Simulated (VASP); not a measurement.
# SiO2 (Cristobalite) (P4_12_12) in VASP: notebook

One crystal, SiO2 (Cristobalite), is run at these levels: LDA; tasks: single point.

Everything below comes from runs of VASP 6.6.1. Logs are shortened: lines on timing, memory, paths and dates and some standing lists are left out, and cuts for length are marked.

### 1 The crystal as given

It takes space group P4_12_12 (No. 92, tetragonal). Conventional cell: a = 4.982 Å, b = 4.982 Å, c = 6.963 Å, α = 90.00°, β = 90.00°, γ = 90.00°. Around Si (site symmetry 2) lie 4 O at 1.60 to 1.61 Å. O (site symmetry 1) has 2 Si at 1.60 to 1.61 Å as nearest neighbours.

### 2 Single point, LDA

Input file INCAR:

```
SYSTEM = SiO2
PREC = Accurate ; ENCUT = 340
EDIFF = 1E-7 ; ISMEAR = 0
SIGMA = 0.05 ; LREAL = .FALSE.
LASPH = .TRUE. ; NELM = 100
ALGO = Normal ; ISIF = 2
LWAVE = .FALSE. ; LCHARG = .FALSE.
GGA = CA ; ADDGRID = .FALSE.
```

Input file KPOINTS:

```
Automatic mesh
0
G
  3 3 3
  0 0 0
```

Input file POSCAR:

```
SiO2
1.0
    4.9820000000      0.0000000000      0.0000000000
    0.0000000000      4.9820000000      0.0000000000
    0.0000000000      0.0000000000      6.9630000000
Si O
4 8
Direct
    0.7989700000      0.2010300000      0.7500000000
    0.7010300000      0.7010300000      0.5000000000
    0.2010300000      0.7989700000      0.2500000000
    0.2989700000      0.2989700000      0.0000000000
    0.1034700000      0.2398900000      0.8218700000
    0.2601100000      0.6034700000      0.0718700000
    0.8965300000      0.7601100000      0.3218700000
    0.7398900000      0.3965300000      0.5718700000
    0.6034700000      0.2601100000      0.9281300000
    0.7601100000      0.8965300000      0.6781300000
    0.3965300000      0.7398900000      0.4281300000
    0.2398900000      0.1034700000      0.1781300000
```

Potentials or basis: VASP PAW LDA potentials, release 64 (Si, O).

Run with:

```console
cat potpaw_LDA.64/Si/POTCAR potpaw_LDA.64/O/POTCAR > POTCAR
mpirun -np 1 vasp_std > vasp.out
```

OUTCAR:

```text
SYSTEM = SiO2
   PREC = Accurate
   ENCUT = 340
   EDIFF = 1E-7
   ISMEAR = 0
   LREAL = .FALSE.
   LASPH = .TRUE.
   NELM = 100
   ISIF = 2
   GGA = CA

 Found      6 irreducible k-points:

 Following reciprocal coordinates:
            Coordinates               Weight
  0.000000  0.000000  0.000000      1.000000
  0.333333  0.000000  0.000000      4.000000
  0.333333  0.333333  0.000000      4.000000
  0.000000  0.000000  0.333333      2.000000
  0.333333  0.000000  0.333333      8.000000
  0.333333  0.333333  0.333333      8.000000
   k-points           NKPTS =      6   k-points in BZ     NKDIM =      6   number of bands    NBANDS=     39
   number of dos      NEDOS =    301   number of ions     NIONS =     12
   total plane-waves  NPLWV =  37800
   dimension x,y,z NGX =    30 NGY =   30 NGZ =   42
   dimension x,y,z NGXF=    60 NGYF=   60 NGZF=   84
   ions per type =               4   8
   NGX,Y,Z   is equivalent  to a cutoff of  10.01, 10.01, 10.03 a.u.
   NGXF,Y,Z  is equivalent  to a cutoff of  20.02, 20.02, 20.06 a.u.
 SYSTEM =  SiO2
   PREC   = accura    normal or accurate (medium, high low for compatibility)
   ISTART =      0    job   : 0-new  1-cont  2-samecut
   ICHARG =      2    charge: 1-file 2-atom 10-const
   ISPIN  =      1    spin polarized calculation?
   LNONCOLLINEAR =      F non collinear calculations
   LSORBIT =      F    spin-orbit coupling
   LASPH  =      T    aspherical Exc in radial PAW
   ENCUT  =  340.0 eV  24.99 Ry    5.00 a.u.   7.49  7.49 10.47*2*pi/ulx,y,z
   NELM   =    100;   NELMIN=  2; NELMDL= -5     # of ELM steps
   EDIFF  = 0.1E-06   stopping-criterion for ELM
   LREAL  =      F    real-space projection
   EDIFFG = 0.1E-05   stopping-criterion for IOM
   NSW    =      0    number of steps for IOM
   IBRION =     -1    ionic relax: 0-MD 1-quasi-New 2-CG
   NFREE  =      0    steps in history (QN), initial steepest desc. (CG)
   ISIF   =      2    stress and relaxation
   ISYM   =      2    0-nonsym 1-usesym 2-fastsym
   POTIM  = 0.5000    time-step for ionic-motion
   TEBEG  =    0.0;   TEEND  =   0.0 temperature during run
   PSTRESS=    0.0 pullay stress
   NELECT =      64.0000    total number of electrons
   NUPDOWN=      -1.0000    fix difference up-down
   EMIN   =  10.00;   EMAX   =-10.00  energy-range for DOS
   EFERMI =   0.00;   METHOD = LEGACY
   ISMEAR =     0;   SIGMA  =   0.05  broadening in eV -4-tet -1-fermi 0-gaus
   EFERMI_NEDOS =   21; number of points for ismear=-14 and -15
   IALGO  =     38    algorithm
   IMIX   =      4    mixing-type and parameters
     AMIX     =   0.40;   BMIX     =  1.00
     AMIX_MAG =   1.60;   BMIX_MAG =  1.00
  volume/ion in A,a.u.               =      14.40        97.19
  Fermi-wavevector in a.u.,A,eV,Ry     =   1.175620  2.221599 18.804365  1.382082
  Thomas-Fermi vector in A             =   2.311997
   LORBIT       =      0    0 simple, 1 ext, 2 COOP (PROOUT), +10 PAW based schemes
   GGA     = CA    functional components
   LHFCALC =     F    Hartree Fock is set to
   AEXX    =    0.0000 exact exchange contribution
   IVDW    =     0    specifies the selected vdW correction
   LEPSILON=     F    determine dielectric tensor
   LRPA    =     F    only Hartree local field effects (RPA)
 non-spin polarized calculation
 Gauss-broadening in eV      SIGMA  =   0.05
  energy-cutoff  :      340.00
  volume of cell :      172.82
 maximum number of plane-waves:      2485
 NGX is ok and might be reduce to    30

 number of electron      63.9999951 magnetization

 Free energy of the ion-electron system (eV)
  ---------------------------------------------------
  ext. energy  EPLUGINS =         0.00000000
  ---------------------------------------------------
  free energy    TOTEN  =      -104.33877292 eV

  energy without entropy =     -104.33877292  energy(sigma->0) =     -104.33877292

 E-fermi :   0.0892     XC(G=0):  -8.9486

 val. band max:       -0.1766985852   @ k =   0.0000   0.0000   0.0000
 cond. band min:       5.3280034164   @ k =   0.0000   0.0000   0.0000
 fundamental gap:      5.5047020016
 Fermi energy:         0.0891585066

 k-point     1 :       0.0000    0.0000    0.0000
  band No.  band energies     occupation
      1     -19.4815      2.00000
      2     -18.5544      2.00000
      3     -18.5544      2.00000
      4     -17.3353      2.00000
      5     -17.2866      2.00000
      6     -17.2844      2.00000
[... 31 lines left out ...]
     38       9.2444      0.00000
     39       9.5725      0.00000

 k-point     2 :       0.3333    0.0000    0.0000
  band No.  band energies     occupation
      1     -19.2555      2.00000
      2     -18.7851      2.00000
      3     -18.2792      2.00000
      4     -17.6453      2.00000
      5     -17.3488      2.00000
      6     -17.3346      2.00000
[... 157 lines left out ...]
     38       9.4345      0.00000
     39       9.5622      0.00000

 k-point     6 :       0.3333    0.3333    0.3333
  band No.  band energies     occupation
      1     -18.9556      2.00000
      2     -18.7754      2.00000
      3     -18.2554      2.00000
      4     -18.0341      2.00000
      5     -17.3455      2.00000
      6     -17.3347      2.00000
[... 31 lines left out ...]
     38       9.4728      0.00000
     39       9.5623      0.00000

------------------------ aborting loop because EDIFF is reached ----------------------------------------

  FORCE on cell =-STRESS in cart. coord.  units (eV):
  Direction    XX          YY          ZZ          XY          YZ          ZX
  --------------------------------------------------------------------------------------
  -------------------------------------------------------------------------------------
  Total      -17.2493416    -17.2493416    -16.5225812      0.0000000      0.0000000      0.0000000
  in kB     -159.9113403   -159.9113403   -153.1738525      0.0000000      0.0000000      0.0000000
  external PRESSURE =    -157.6655111 kB  Pullay stress =       0.0000000 kB

 VOLUME and BASIS-vectors are now :
 -----------------------------------------------------------------------------
  energy-cutoff  :      340.00
  volume of cell :      172.82
      direct lattice vectors                 reciprocal lattice vectors
     4.982000000  0.000000000  0.000000000     0.200722601  0.000000000  0.000000000
     0.000000000  4.982000000  0.000000000     0.000000000  0.200722601  0.000000000
     0.000000000  0.000000000  6.963000000     0.000000000  0.000000000  0.143616257

 POSITION                                       TOTAL-FORCE (eV/Angst)
 -----------------------------------------------------------------------------------
      3.98047      1.00153      5.22225         0.125692     -0.125692      0.000000
      3.49253      3.49253      3.48150        -0.125692     -0.125692      0.000000
      1.00153      3.98047      1.74075        -0.125692      0.125692      0.000000
      1.48947      1.48947      0.00000         0.125692      0.125692      0.000000
      0.51549      1.19513      5.72268        -0.113363     -0.037283     -0.081077
      1.29587      3.00649      0.50043         0.037283     -0.113363     -0.081077
      4.46651      3.78687      2.24118         0.113363      0.037283     -0.081077
      3.68613      1.97551      3.98193        -0.037283      0.113363     -0.081077
      3.00649      1.29587      6.46257        -0.113363      0.037283      0.081077
      3.78687      4.46651      4.72182         0.037283      0.113363      0.081077
      1.97551      3.68613      2.98107         0.113363     -0.037283      0.081077
      1.19513      0.51549      1.24032        -0.037283     -0.113363      0.081077
 -----------------------------------------------------------------------------------
    total drift:                                0.000001     -0.000001     -0.000000

  FREE ENERGIE OF THE ION-ELECTRON SYSTEM (eV)
  ---------------------------------------------------
  free  energy   TOTEN  =      -104.3387729171 eV

  energy  without entropy=     -104.3387729171  energy(sigma->0) =     -104.33877292
```

OSZICAR:

```text
N       E                     dE             d eps       ncg     rms          rms(c)
DAV:   1     0.338151914552E+03    0.33815E+03   -0.27033E+04   492   0.107E+03
DAV:   2    -0.905266270524E+02   -0.42868E+03   -0.41666E+03   581   0.298E+02
DAV:   3    -0.116440649338E+03   -0.25914E+02   -0.25840E+02   552   0.840E+01
DAV:   4    -0.116816821605E+03   -0.37617E+00   -0.37560E+00   560   0.106E+01
DAV:   5    -0.116825673934E+03   -0.88523E-02   -0.88498E-02   545   0.154E+00    0.297E+01
DAV:   6    -0.104821002698E+03    0.12005E+02   -0.49461E+01   538   0.322E+01    0.149E+01
DAV:   7    -0.104486781352E+03    0.33422E+00   -0.14220E+00   600   0.519E+00    0.534E+00
DAV:   8    -0.104356176672E+03    0.13060E+00   -0.79674E-02   552   0.179E+00    0.187E+00
DAV:   9    -0.104337611369E+03    0.18565E-01   -0.25388E-02   552   0.995E-01    0.335E-01
DAV:  10    -0.104338840410E+03   -0.12290E-02   -0.30236E-03   545   0.277E-01    0.969E-02
DAV:  11    -0.104338767010E+03    0.73400E-04   -0.97342E-04   552   0.164E-01    0.145E-02
DAV:  12    -0.104338770636E+03   -0.36259E-05   -0.23697E-05   545   0.262E-02    0.126E-02
DAV:  13    -0.104338772753E+03   -0.21175E-05   -0.48414E-06   552   0.102E-02    0.581E-03
DAV:  14    -0.104338772906E+03   -0.15272E-06   -0.49932E-07   529   0.377E-03    0.982E-04
DAV:  15    -0.104338772917E+03   -0.11059E-07   -0.22911E-08   353   0.101E-03
   1 F= -.10433877E+03 E0= -.10433877E+03  d E =-.550375E-15
```

Wall time 23 s (1 thread of Intel Xeon Platinum 8375C at 2.90GHz (Ice Lake), shared host); peak memory 0.15 GiB.

The run converged, but a check on its numbers failed (symmetry, net force, bounds or a known fault of this set-up), so they aren't taken as properties of the crystal.

Caveat: the k mesh is coarse (spacing up to 0.42 Å⁻¹), so the values aren't converged; the cutoff lies under the usual one of these potentials, so the numbers hold a large basis-set error.

### 3 Single point, LDA

INCAR, as its differences from that of step 2:

```diff
@@ -1,3 +1,3 @@
 SYSTEM = SiO2
-PREC = Accurate ; ENCUT = 340
+PREC = Accurate ; ENCUT = 460
 EDIFF = 1E-7 ; ISMEAR = 0
```

KPOINTS is that of step 2.

POSCAR is that of step 2.

Potentials or basis: VASP PAW LDA potentials, release 64 (Si, O).

Run with:

```console
cat potpaw_LDA.64/Si/POTCAR potpaw_LDA.64/O/POTCAR > POTCAR
mpirun -np 1 vasp_std > vasp.out
```

Run time: 40 s. Hardware: 1 thread of Intel Xeon Platinum 8375C at 2.90GHz (Ice Lake), shared host; peak memory 0.19 GiB.

These settings aren't checked as converged: the numbers below hold their error.

Results:

```yaml
Free_energy: -103.7771 eV
Pressure: 0.1 GPa
Largest_force: 0.182 eV/Å
Band_gap_on_the_k_mesh: 5.52 eV, direct
```

Caveat: the k mesh is coarse (spacing up to 0.42 Å⁻¹), so the values aren't converged; the cutoff is under 1.25 times the usual one of these potentials, so pressure, stress and relaxed cells hold a basis-set (Pulay) error.

### 4 Single point, LDA

INCAR, as its differences from that of step 3:

```diff
@@ -1,3 +1,3 @@
 SYSTEM = SiO2
-PREC = Accurate ; ENCUT = 460
+PREC = Accurate ; ENCUT = 520
 EDIFF = 1E-7 ; ISMEAR = 0
```

KPOINTS is that of step 3.

POSCAR is that of step 3.

Run with:

```console
cat potpaw_LDA.64/Si/POTCAR potpaw_LDA.64/O/POTCAR > POTCAR
mpirun -np 1 vasp_std > vasp.out
```

Run time: 38 s. Hardware: 1 thread of Intel Xeon Platinum 8375C at 2.90GHz (Ice Lake), shared host; peak memory 0.21 GiB.

The run converged, but some of its settings lie outside the range that counts as converged, so its numbers aren't taken as properties of the crystal.

Results:

```yaml
Free_energy: -103.7456 eV
Pressure: 0.6 GPa
Largest_force: 0.182 eV/Å
Band_gap_on_the_k_mesh: 5.52 eV, direct
```

Caveat: the k mesh is coarse (spacing up to 0.42 Å⁻¹), so the values aren't converged.

### 5 For comparison

An earlier run on the cell as given: functional PBE; potentials or basis VASP PAW PBE potentials, release 64 (Si, O); cutoff 520 eV; k mesh 6 × 6 × 4; occupations fermi-dirac, width 0.05 eV; no spin polarisation.

- Pressure: 6.4 GPa
- Largest force: 0.405 eV/Å
- Band gap on the k mesh: 5.76 eV, direct
